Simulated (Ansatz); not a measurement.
# Cs: response to biaxial strain in the a-b plane

A series on Cs: biaxial strain in the a-b plane, -1.5 to +1.5 %; the length and tilt of c and the atoms relax. Wanted: energy, stress and any gap along the series.

Method: DFT PBEsol, scalar-relativistic, plane waves, PAW, in Ansatz 0.2.0.

2 further runs of the same task are left out: 2 set aside as unsound or not needed.

## (1) Starting point

The structure is tetragonal, space group I4/mmm (No. 139). Conventional cell: a = 6.069 Å, b = 6.069 Å, c = 5.898 Å, α = 90.00°, β = 90.00°, γ = 90.00°.

Structure file:

```
CELL_PARAMETERS angstrom
5.89821 0.00000 0.00000
0.00000 8.58891 0.00000
-2.94396 0.00000 4.28896
ATOMIC_POSITIONS crystal
Cs 0.00000 0.00000 0.50000
Cs 0.50000 0.50000 0.50000
```

It goes back to an entry of the Materials Project, which need not be the stable form.

The unstrained cell was computed beforehand with the same settings: E(σ→0) = -11171.5852 eV for 2 atoms, gap none (metal).

## (2) The cell strained by -1.5 %

The input, input.yaml:

```yaml
crystal:
  lattice:
    - [5.8097393416, 0.0, 0.0]
    - [0.0, 8.46007405, 0.0]
    - [-2.8998025687, 0.0, 4.327562551]
  atoms:
    - { symbol: Cs, position: [0.0, 0.0, 0.5] }
    - { symbol: Cs, position: [0.5, 0.5, 0.5] }
basis:
  ecutwfc: 420
kpoints:
  mp_grid: { grid: [10, 6, 10] }
hamiltonian:
  xc: pbesol
scf:
  occupations: { method: gaussian, width: 0.1 }
output:
  forces: true
  stress: true
  eigenvalues: true
relax:
  adjacent_minimum: "off"
  f_tol: 0.008
  max_steps: 40
  cell: { stress_tol: 0.015, fix: [a, b, gamma] }
```

Run with:

```bash
$ ansatz run input.yaml --threads 1 --pin off --max-ram 1331MiB --backend cpu --events-out ev --progress --plain --runs-dir out
```

Further runs follow: the cell strained by +1.5 %.

Q: Predict the outcome of this session. Wanted: (1/V) d²E/dε², innermost pair; strain of the free axis c per applied strain.

As calculated:

| quantity | value |
| --- | --- |
| largest energy cost | 1.0 meV/atom at +1.5 % |
| (1/V) d²E/dε², innermost pair | 7 GPa |
| strain of the free axis c per applied strain | -0.22 |

**Reading.** The pair at ±1.5 % gives a curvature of 7 GPa, a rough value of twice the biaxial modulus; so few points cannot test it. The free axis c moves against the applied strain (factor -0.22).
